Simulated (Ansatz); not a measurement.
# The 2H-WS2 bilayer (2H stacking) under a gate

How does the 2H-WS2 bilayer (2H stacking) take up charge from its gate?

Method: plane-wave DFT, PBE-D3(BJ), Ansatz PAW, in Ansatz 0.2.0.

### Step 1. Starting point

The cell holds 6 atoms: 4 S and 2 W. Its edges and angles: a = 3.180 Å, b = 3.180 Å, c = 50.951 Å, α = 90.0°, β = 90.0°, γ = 120.0°. Regions: layer 1: 2H-WS2, 3 atoms (2 S and 1 W); layer 2: 2H-WS2, 3 atoms (2 S and 1 W). Vacuum lies along c.

### Step 2. Relaxation

The starting cell is a guess, so the in-plane lattice and the atoms are relaxed first, with the slab cut off from its images along the normal.

input.yaml reads:

```yaml
crystal:
  lattice:
    - [3.18, 0.0, 0.0]
    - [-1.59, 2.753960784, 0.0]
    - [0.0, 0.0, 50.9512404664]
  atoms:
    - { symbol: S, position: [0.3333333333, 0.6666666667, 0.4023454544] }
    - { symbol: W, position: [0.0, 0.0, 0.4364527716] }
    - { symbol: S, position: [0.3333333333, 0.6666666667, 0.4705600887] }
    - { symbol: S, position: [0.0, 0.0, 0.5294399113] }
    - { symbol: W, position: [0.3333333333, 0.6666666667, 0.5635472284] }
    - { symbol: S, position: [0.0, 0.0, 0.5976545456] }
  periodic: [true, true, false]
kpoints:
  mp_grid: { grid: [12, 12, 1] }
hamiltonian:
  xc: pbe
  dispersion: d3bj
scf:
  occupations: { method: fermi_dirac, width: 0.05 }
  convergence: { dr2_threshold: 1.0e-09 }
relax:
  f_tol: 0.004
  max_steps: 90
  cell: {}
output:
  write_potential: true
  write_density: true
  volumetric_format: npy
```

Launch:

```sh
$ ansatz run input.yaml --threads 4 --pin off --max-ram 16384MiB --backend cpu --events-out ev --progress --plain --runs-dir out
```

Numbers of over 12 decimals in the logs are rounded to 6 here.

The log of the run:

```text
Warning: relax.cell: scf.convergence.dr2_threshold = 1e-9 eV is looser than the 1.50734076334e-10 eV advised for a relaxation that steers and ends on the stress (1e-10 eV for each atom of the cell: 6, times the square of relax.cell.stress_2d_tol = 0.05 N/m over 20.0 Å (the atoms' height at the walk's start and 5 Å past either face), 2.506e-2 GPa, over a crystal's default 0.05). What an SCF threshold leaves in a stress goes as its square root, and in the free energy as the threshold itself, and one threshold admits the most on a small cell: [figures from the program's tests cut] Set scf.convergence.dr2_threshold to 1.50734076334e-10 eV or tighter. [rest of the remark cut]
Engine: ansatz 0.2.0, aarch64-unknown-linux-gnu
Pseudopotentials: kind: paw
Pseudopotential: S, paw, valence charge 6, recommended cutoff 420 eV (normal), S.paw.azcp
Pseudopotential: W, paw, valence charge 14, recommended cutoff 420 eV (normal), W.paw.azcp
Functional definition: PBE
  parameter kappa = 0.804
  parameter beta = 0.066725
  exchange = pbe_x(kappa = kappa, mu = beta*pi^2/3)
  correlation = pbe_c(beta = beta)
Crystal: 6 atoms, lattice volume = 446.210 Å³
Basis set: ecut = 420 eV, 8763 PW (Γ), exchange–correlation on 48×48×720 points (8 copies of the dense FFT grid, shifted against one another)
Bands: 32, of which v1, the nominal top of the filled ones, is band 26 counted from 1 (25 counted from 0)
Symmetry: 12 space group operations
Space group: P-3m1 (ITA 164), of the structure as read, at distance tolerance 7.6e-5 Å
k-points: 19 of 144
Non-local potential: S, projectors of the file, l = 0: 2, l = 1: 2, l = 2: 2
Non-local potential: W, projectors of the file, l = 0: 3, l = 1: 2, l = 2: 2, l = 3: 1
PAW form: soft (Blöchl's): semilocal exchange-correlation on the pseudo side does not see the compensation charge
PAW one-centre angular grid: S, 110 points (default); XC on 64 Gauss nodes
PAW one-centre angular grid: W, 590 points (default); XC on 64 Gauss nodes
Initial density: superposition of atomic densities (neutral atoms: chi_scale 0, normalization atom), corrected by the library's trained network
Initial wavefunctions: pseudopotential atomic-orbital guess
Functional: x = pbe(κ = 0.804, μ = 0.219515), c = pbe(β = 0.066725)
SCF iter   1: F=—  HF=-24383.987681 eV  |F-HF|=—  |Δ(HF+E_count)|=         —  Δρ=2.69e-3  dr2=7.74e-2  ethr=1.77e-3  ⟨swp⟩=12.7  Hψ=4375  notcnv=0
preconditioner: auto → Resta (q_TF=auto, 1.907 Å⁻¹)  ε∞=2.9  [insulator: Δε(μ)=1.178 eV  Ē_g=7.694 eV  σ=0.050 eV  W_gap=1.00  n_scr=30 (ndim 8)  ℏωp=10.5 eV  f_vac=0.730  D(μ)=0.00/eV (n_scr^D=0)  ε∞_Penn≈2.9  vacuum switching on, ρ_ref=4.3e-3 e/Å³]
SCF iter   2: F=—  HF=-24384.006767 eV  |F-HF|=—  |Δ(HF+E_count)|=   1.91e-2  Δρ=2.27e-3  dr2=1.68e-1  ethr=1.49e-4  ⟨swp⟩=4.4  Hψ=1566  notcnv=0  defer=17
SCF iter   3: F=—  HF=-24383.995871 eV  |F-HF|=—  |Δ(HF+E_count)|=   1.09e-2  Δρ=1.11e-3  dr2=4.33e-3  ethr=1.49e-4  ⟨swp⟩=3.2  Hψ=1042  notcnv=0  defer=15
SCF iter   4: F=—  HF=-24383.999141 eV  |F-HF|=—  |Δ(HF+E_count)|=   3.27e-3  Δρ=2.90e-4  dr2=1.04e-3  ethr=8.33e-6  ⟨swp⟩=3.4  Hψ=1346  notcnv=0  defer=15
SCF iter   5: F=—  HF=-24383.999051 eV  |F-HF|=—  |Δ(HF+E_count)|=   9.06e-5  Δρ=8.22e-5  dr2=8.26e-5  ethr=2.01e-6  ⟨swp⟩=2.8  Hψ=1009  notcnv=0  defer=15
SCF iter   6: F=—  HF=-24383.999014 eV  |F-HF|=—  |Δ(HF+E_count)|=   3.69e-5  Δρ=3.21e-5  dr2=4.69e-6  ethr=1.59e-7  ⟨swp⟩=3.3  Hψ=1299  notcnv=0  defer=15
SCF iter   7: F=—  HF=-24383.998888 eV  |F-HF|=—  |Δ(HF+E_count)|=   1.26e-4  Δρ=7.87e-6  dr2=5.31e-7  ethr=9.03e-9  ⟨swp⟩=3.3  Hψ=1389  notcnv=0  defer=15
SCF iter   8: F=—  HF=-24383.998888 eV  |F-HF|=—  |Δ(HF+E_count)|=   2.60e-7  Δρ=2.66e-6  dr2=5.85e-8  ethr=1.02e-9  ⟨swp⟩=2.9  Hψ=1157  notcnv=0  defer=15
SCF iter   9: F=—  HF=-24383.998888 eV  |F-HF|=—  |Δ(HF+E_count)|=   2.25e-9  Δρ=4.80e-7  dr2=1.12e-9  ethr=1.13e-10  ⟨swp⟩=3.5  Hψ=1359  notcnv=0  defer=15
SCF iter  10: F=-24383.998888 eV  HF=-24383.998888 eV  |F-HF|=8.19e-10  |Δ(HF+E_count)|=   4.24e-9  Δρ=1.09e-7  dr2=7.25e-11  ethr=1.92e-12  ⟨swp⟩=12.9  Hψ=5362  notcnv=0
SCF 1 converged in 10 iterations: F = -24383.998888 eV  dr2 = 7.25e-11
  greatest PAW one-centre occupation: 1.000 electrons in one spin orbital (limit 2), on the W atom at site 4 (counted from 0), in its partial waves of l = 0
relax step   1: F+E_penalty+E_count = -24383.99888805 eV  Δ(F+E_penalty+E_count) = +0.000e0 eV  max|allowed force component| = 2.684e0 eV/Å  Δτ_max = 0.0000 Å  P = -12.920 N/m  Ω = 446.210 Å³  fix = [c, alpha, beta]  reactions: c -0.000 N/m  (10 SCF iters, accepted)
Crystal: 6 atoms, lattice volume = 441.907 Å³
Basis set: ecut = 420 eV, 8535 PW (Γ), exchange–correlation on 48×48×720 points (8 copies of the dense FFT grid, shifted against one another)
Initial density: handed on by an earlier stage of this run
Initial wavefunctions: those handed on with the density
iter 1 solved again at ethr=9.41e-4 eV; its pass at ethr=3.10e-3 eV (dr2=4.90e-1 eV) is discarded
SCF iter   1: F=—  HF=-24385.044050 eV  |F-HF|=—  |Δ(HF+E_count)|=         —  Δρ=8.30e-3  dr2=5.20e-1  ethr=9.41e-4  ⟨swp⟩=2.0  Hψ=5347  notcnv=0
eigensolver tolerance schedule calibrated: the retry pair's looser diagonalisation under-reported the residual by θ = 0.06 (0.11/decade); ethr = c·dr2/N_el runs at the constant in force after the calibration composes with the one it found (an armed cap, an earlier calibration), c = 7.8e-2
preconditioner: auto → Resta (q_TF=auto, 1.910 Å⁻¹)  ε∞=2.6  [insulator: Δε(μ)=1.365 eV  Ē_g=8.405 eV  σ=0.050 eV  W_gap=1.00  n_scr=30 (ndim 8)  ℏωp=10.6 eV  f_vac=0.740  D(μ)=0.00/eV (n_scr^D=0)  ε∞_Penn≈2.6  vacuum switching on, ρ_ref=5.1e-3 e/Å³]
SCF iter   2: F=—  HF=-24384.975454 eV  |F-HF|=—  |Δ(HF+E_count)|=   6.86e-2  Δρ=4.49e-3  dr2=1.90e-1  ethr=7.83e-4  ⟨swp⟩=4.7  Hψ=1323  notcnv=0  defer=1
SCF iter   3: F=—  HF=-24384.943350 eV  |F-HF|=—  |Δ(HF+E_count)|=   3.21e-2  Δρ=2.35e-3  dr2=2.10e-2  ethr=2.86e-4  ⟨swp⟩=3.8  Hψ=1336  notcnv=0  defer=13
SCF iter   4: F=—  HF=-24384.940036 eV  |F-HF|=—  |Δ(HF+E_count)|=   3.31e-3  Δρ=5.21e-4  dr2=1.68e-3  ethr=3.16e-5  ⟨swp⟩=3.3  Hψ=1259  notcnv=0  defer=13
SCF iter   5: F=—  HF=-24384.940162 eV  |F-HF|=—  |Δ(HF+E_count)|=   1.26e-4  Δρ=2.48e-4  dr2=2.10e-3  ethr=2.53e-6  ⟨swp⟩=3.4  Hψ=1300  notcnv=0  defer=13
SCF iter   6: F=—  HF=-24384.939977 eV  |F-HF|=—  |Δ(HF+E_count)|=   1.86e-4  Δρ=8.57e-5  dr2=4.28e-5  ethr=2.53e-6  ⟨swp⟩=2.6  Hψ=864  notcnv=0  defer=13
SCF iter   7: F=—  HF=-24384.940082 eV  |F-HF|=—  |Δ(HF+E_count)|=   1.06e-4  Δρ=2.49e-5  dr2=4.72e-6  ethr=6.44e-8  ⟨swp⟩=3.4  Hψ=1420  notcnv=0  defer=13
[...]
SCF iter   4: F=—  HF=-24385.001845 eV  |F-HF|=—  |Δ(HF+E_count)|=   4.76e-3  Δρ=1.33e-3  dr2=1.49e-2  ethr=1.68e-4  ⟨swp⟩=2.9  Hψ=995  notcnv=0  defer=9
SCF iter   5: F=—  HF=-24385.001019 eV  |F-HF|=—  |Δ(HF+E_count)|=   8.26e-4  Δρ=4.85e-4  dr2=1.26e-3  ethr=2.87e-5  ⟨swp⟩=3.2  Hψ=1162  notcnv=0  defer=9
SCF iter   6: F=—  HF=-24385.002515 eV  |F-HF|=—  |Δ(HF+E_count)|=   1.50e-3  Δρ=8.46e-4  dr2=5.15e-3  ethr=2.41e-6  ⟨swp⟩=3.7  Hψ=1547  notcnv=0  defer=5
SCF iter   7: F=—  HF=-24385.000951 eV  |F-HF|=—  |Δ(HF+E_count)|=   1.56e-3  Δρ=8.10e-5  dr2=5.70e-5  ethr=2.41e-6  ⟨swp⟩=2.9  Hψ=1275  notcnv=0  defer=5
SCF iter   8: F=—  HF=-24385.000949 eV  |F-HF|=—  |Δ(HF+E_count)|=   1.73e-6  Δρ=8.50e-6  dr2=6.78e-7  ethr=1.10e-7  ⟨swp⟩=3.4  Hψ=1367  notcnv=0  defer=5
SCF iter   9: F=—  HF=-24385.000818 eV  |F-HF|=—  |Δ(HF+E_count)|=   1.31e-4  Δρ=2.05e-6  dr2=2.81e-8  ethr=1.30e-9  ⟨swp⟩=4.1  Hψ=1570  notcnv=0  defer=6
SCF iter  10: F=-24385.000818 eV  HF=-24385.000818 eV  |F-HF|=7.75e-10  |Δ(HF+E_count)|=   1.80e-8  Δρ=3.83e-7  dr2=5.76e-10  ethr=1.92e-12  ⟨swp⟩=12.9  Hψ=6622  notcnv=0
SCF 3 converged in 10 iterations: F = -24385.000818 eV  dr2 = 5.76e-10
relax step   3: F+E_penalty+E_count = -24385.00081797 eV  Δ(F+E_penalty+E_count) = -6.086e-2 eV  max|allowed force component| = 1.393e-1 eV/Å  Δτ_max = 0.1924 Å  P = -0.247 N/m  Ω = 438.797 Å³  energy of the carried Pulay correction = +2.705e-4 eV  fix = [c, alpha, beta]  reactions: c -0.000 N/m  (10 SCF iters, accepted)
[...]
relax step   4: F+E_penalty+E_count = -24384.99888484 eV  Δ(F+E_penalty+E_count) = +1.933e-3 eV  max|allowed force component| = 4.306e-2 eV/Å  Δτ_max = 0.1127 Å  P = +0.198 N/m  Ω = 439.620 Å³  energy of the carried Pulay correction = +2.403e-4 eV  fix = [c, alpha, beta]  (11 SCF iters, rejected (line search))
[...]
relax step   5: F+E_penalty+E_count = -24385.00423413 eV  Δ(F+E_penalty+E_count) = -3.416e-3 eV  max|allowed force component| = 6.984e-3 eV/Å  Δτ_max = 0.0371 Å  P = +0.042 N/m  Ω = 439.549 Å³  energy of the carried Pulay correction = +2.429e-4 eV  fix = [c, alpha, beta]  reactions: c +0.000 N/m  (11 SCF iters, accepted)
[...]
relax step   6: F+E_penalty+E_count = -24385.00431506 eV  Δ(F+E_penalty+E_count) = -8.093e-5 eV  max|allowed force component| = 1.233e-3 eV/Å  Δτ_max = 0.0104 Å  P = -0.000 N/m  Ω = 439.722 Å³  energy of the carried Pulay correction = +2.365e-4 eV  fix = [c, alpha, beta]  reactions: c -0.000 N/m  (9 SCF iters, accepted)
Initial wavefunctions: pseudopotential atomic-orbital guess (no wavefunctions were taken with the density)
iter 1 solved again at ethr=1.22e-7 eV; its pass at ethr=3.10e-3 eV (dr2=6.36e-5 eV) is discarded
SCF iter   1: F=—  HF=-24385.004258 eV  |F-HF|=—  |Δ(HF+E_count)|=         —  Δρ=1.20e-5  dr2=9.21e-8  ethr=1.22e-7  ⟨swp⟩=7.3  Hψ=8108  notcnv=0
preconditioner: auto → Resta (q_TF=auto, 1.911 Å⁻¹)  ε∞=2.6  [insulator: Δε(μ)=1.352 eV  Ē_g=8.428 eV  σ=0.050 eV  W_gap=1.00  n_scr=30 (ndim 8)  ℏωp=10.6 eV  f_vac=0.745  D(μ)=0.00/eV (n_scr^D=0)  ε∞_Penn≈2.6  vacuum switching on, ρ_ref=5.2e-3 e/Å³]
SCF iter   2: F=—  HF=-24385.004048 eV  |F-HF|=—  |Δ(HF+E_count)|=   2.10e-4  Δρ=6.09e-6  dr2=2.57e-8  ethr=1.77e-10  ⟨swp⟩=5.3  Hψ=2127  notcnv=0
SCF iter   3: F=—  HF=-24385.004048 eV  |F-HF|=—  |Δ(HF+E_count)|=   1.76e-8  Δρ=1.66e-6  dr2=3.59e-8  ethr=4.94e-11  ⟨swp⟩=2.9  Hψ=1272  notcnv=0
SCF iter   4: F=-24385.004048 eV  HF=-24385.004048 eV  |F-HF|=6.55e-11  |Δ(HF+E_count)|=   5.13e-9  Δρ=3.61e-7  dr2=3.08e-10  ethr=1.92e-12  ⟨swp⟩=16.5  Hψ=6835  notcnv=0
SCF 7 converged in 4 iterations: F = -24385.004048 eV  dr2 = 3.08e-10
relax step   7: F+E_penalty+E_count = -24385.00404823 eV  Δ(F+E_penalty+E_count) = +2.668e-4 eV  max|allowed force component| = 1.236e-3 eV/Å  Δτ_max = 0.0000 Å  P = +0.004 N/m  Ω = 439.722 Å³  fix = [c, alpha, beta]  reactions: c +0.000 N/m  stress off target by 4.09e-3 N/m on what of the cell is left free  SCF on the basis re-selected at this cell (its energy is not comparable with the rows above)  (4 SCF iters)
basis re-selected at this cell: Δ(F+E_penalty+E_count) = +2.668e-4 eV, ΔP = +0.004 N/m vs the last step (what re-selecting the basis moved, of the pressure what is left beyond the Pulay correction that the steps carried, after the strain that the cell walked since its last selection, with what the two solves' SCF thresholds leave and, on support functions, any second-order correction that the steps lacked; it is no m [...]
WARN: The output density's exchange-correlation potential varies sharply where the density is thin. Do not read a vacuum level from v_tot or v_xc, or from such a field of the output density. On a cell that repeats whose density bears no net charge and no dipole along the vacuum's axis use v_es (v_loc + v_h of the components); under efield.dipole_correction with no amplitude use v_es + v_field, which holds any externa [...]
SCF converged after 4 iterations
Free energy (F): -24385.004048 eV
Harris-Foulkes:  -24385.004048 eV  (|F-HF|=6.55e-11)
Internal energy: -24385.004048 eV  (E = F + TS)
E sigma→0 (E₀):  -24385.004048 eV
Entropy (-TS):   -0.000000 eV (-0.000 meV/atom)
Fermi energy:    -4.633431 eV
--- Per-component energies (eV) ---
  E_band       = -1244.906790
  E_kinetic    = 1333.567864
  E_local      = -257659.496126  (includes V_loc(G=0)·N_el)
  E_nonlocal   = 114.698927
  E_hartree    = 128033.576658
  E_xc         = -924.722791
  E_vxc        = -830.610976  (∫ρ·V_xc dr)
  E_paw        = -19526.293191  (= ΣΔE_a)
  E_vpaw       = -270.222174  (= ΣTr[D̂ρ^β])
  E_aug_tail   = -0.000124  (compensation charges beyond the density's cutoff)
  E_ewald      = 124245.881680
  E_disp       = -2.216944  (pairwise vdW)
  E_smearing   = -0.000000  (= −TS)
  E_closure    = 0.000000  (closes the sum)
  Σ components = -24385.004048   (vs F -24385.004048, Δ=0.00e0)
--- Forces (eV/Å), atoms counted from 1 ---
  atom   1  S      0.00000000     0.00000000     0.00076199
  atom   2  W     -0.00000000    -0.00000000    -0.00123638
  atom   3  S      0.00000000     0.00000000    -0.00086209
  atom   4  S      0.00000000    -0.00000000     0.00086209
  atom   5  W      0.00000000     0.00000000     0.00123638
  atom   6  S      0.00000000    -0.00000000    -0.00076199
  max |Σ_I F_I| component: 3.47e-18 eV/Å
--- 2D stress c σ (N/m, compression-positive) ---
        0.004087       0.000000       0.000000
        0.000000       0.004087       0.000000
        0.000000       0.000000       0.000000
  P = ½ c Tr σ = 0.0041 N/m
--- Band table (eV; the first three rows and the last of 19) ---
  k-point 0: bands = [... 22 lower, -7.2438, -7.2438, -6.0169, -5.2665, -2.7690, -2.7690, -2.7510, -2.7510, ... 2 higher]
  k-point 1: bands = [... 22 lower, -7.2023, -6.8949, -6.0353, -5.4341, -2.8997, -2.8674, -2.8543, -2.7982, ... 2 higher]
  k-point 2: bands = [... 22 lower, -7.2872, -6.8877, -6.1928, -5.9503, -3.4203, -3.1255, -3.0249, -2.8826, ... 2 higher]
  k-point 18: bands = [... 22 lower, -8.0861, -8.0861, -5.7604, -5.6400, -3.7605, -3.7605, -2.7685, -2.0923, ... 2 higher]
  the weakly bound empty levels are not read free of the cell's end (no_gap_told)
--- Relaxed structure (6 steps of the walk, 5 accepted, 1 SCFs on fresh bases) ---
  F+E_penalty+E_count = -24385.00404823 eV   max|allowed force component| = 1.236e-3 eV/Å   (the final SCF, on the basis selected at the relaxed cell)
  cell:  # Å, volume = 439.7218 Å³
    - [3.156794, 0, 0]
    - [-1.578397, 2.733864, 0]
    - [0, 0, 50.9512404664]
  atoms:
    - { symbol: S, position: [0.333333, 0.666667, 0.409380] }
    - { symbol: W, position: [1.1546296804492776e-17, -5.08852219630634e-17, 0.440322] }
    - { symbol: S, position: [0.333333, 0.666667, 0.471227] }
    - { symbol: S, position: [8.85670607064557e-18, -5.08852219630634e-17, 0.528773] }
    - { symbol: W, position: [0.333333, 0.666667, 0.559678] }
    - { symbol: S, position: [5.080487898714885e-18, -5.08852219630634e-17, 0.590620] }
```

Elapsed: 44 s, on 4 threads of Arm Neoverse V1, shared host; peak memory 0.94 GiB; 2.8 min of CPU time.

Relaxation path:

| step | energy less that of the first step (eV) | largest force component (eV/Å) | volume (Å³) |
| --- | --- | --- | --- |
| 1 | 0.0000 | 2.6840 | 446.21 |
| 2 | -0.9411 | 0.6414 | 441.91 |
| 3 | -1.0019 | 0.1393 | 438.80 |
| 4 | -1.0000 | 0.0431 | 439.62 |
| 5 | -1.0053 | 0.0070 | 439.55 |
| 6 | -1.0054 | 0.0012 | 439.72 |
| 7* | -1.0052 | 0.0012 | 439.72 |

Relaxation steps marked * repeat the geometry before them on a plane-wave basis chosen anew for their cell, so energy and pressure can jump there. Relaxation step 4 was tried and not accepted.

Forces are held to the 12 operations that the run works with; a distortion that breaks them can't arise in this run.

| cell as run | before | after | change |
| --- | --- | --- | --- |
| a (Å) | 3.180 | 3.157 | -0.7 % |
| b (Å) | 3.180 | 3.157 | -0.7 % |

The atoms that moved most (Å, along periodic axes as changes of fractional coordinates times the final cell, across vacuum about the mean position):

| atom | dx | dy | dz | length |
| --- | --- | --- | --- | --- |
| S6 | 0.000 | 0.000 | -0.358 | 0.358 |
| S1 | 0.000 | 0.000 | 0.358 | 0.358 |
| W2 | 0.000 | 0.000 | 0.197 | 0.197 |
| W5 | 0.000 | 0.000 | -0.197 | 0.197 |
| S4 | 0.000 | 0.000 | -0.034 | 0.034 |
| S3 | 0.000 | 0.000 | 0.034 | 0.034 |

The relaxed structure:

```xyz
6
Lattice="3.1568 0.0000 0.0000 -1.5784 2.7339 0.0000 0.0000 0.0000 50.9512" Properties=species:S:1:pos:R:3
S     0.0000    1.8226   20.8584
W     0.0000    0.0000   22.4350
S     0.0000    1.8226   24.0096
S     0.0000    0.0000   26.9417
W     0.0000    1.8226   28.5163
S     0.0000    0.0000   30.0928
```

The lattice constant a goes from 3.180 to 3.157 Å.

(Continued in part 2 of 4.)

[Logs are printed without paths, hosts, clocks, repeated set-up lines and the standing remarks that a program may print on its own settings, such as how far it seeks lower states.]

[Hosts, paths, dates, database ids (printed as entryN), source tags and the programs' standing remarks are cut or masked in the printed files.]

[Maps of the electrostatic potential energy from Ansatz leave out the sawtooth potential of an applied field or a dipole correction, so their vacuum need not be flat; planar profiles and work functions include it.]
